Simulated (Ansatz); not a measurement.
The reference is CuI in the zinc blende structure (space group F-43m, No. 216; a = 5.939 Å).

Modification: every I is replaced by S, then cell and atoms are relaxed.

Levels (all Ansatz, an electronic-structure program, PAW): PBEsol (420 eV, without spin-orbit coupling); r2SCAN (500 eV, no SOC).

The geometry is relaxed with PBEsol.

- PBEsol pressure = 0.0 GPa

With r2SCAN at the same geometry, the pressure goes from zero to 2.4 GPa.

Single points use the geometry relaxed with PBEsol. Their cutoffs differ, which shifts pressures a little. Stability against distortions was not tested. For CuS in this form, whether it has been made was not checked. The final runs are not spin-polarised. An odd electron count without spin: CuS.
